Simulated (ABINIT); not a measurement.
Hf:

```
CELL_PARAMETERS angstrom
2.91381 0.00000 0.00000
0.00000 2.91381 0.00000
0.00000 0.00000 2.91381
ATOMIC_POSITIONS crystal
Hf 0.50000 0.50000 0.50000
```

The cell was built by a generator and needn't be a form met in nature.

Base run:

- Program: ABINIT 10.8.3 (patched build)
- Functional: PBEsol
- Potentials or basis: JTH PAW PBE v2.0
- Cutoff: 626 eV
- k mesh: 9 × 9 × 9
- Occupations: fermi-dirac, width 0.05 eV
- Spin: no spin polarisation

Its results: band gap on the k mesh none (metal or under the smearing width); pressure -3.9 GPa.

Q: After a change of settings the same cell gave: band gap on the k mesh none (metal or under the smearing width); pressure -7.0 GPa. Which change was it?
A. functional from PBEsol to SCAN
B. functional from PBEsol to revPBE
C. functional from PBEsol to LDA
D. functional from PBEsol to AM05

A: C.

LDA binds more tightly than PBEsol, so the same cell stands under less pressure.

Caveats: the PAW data sets were made with another functional, which shifts forces and pressure a little.

Runs at the PBE level aren't shown here.
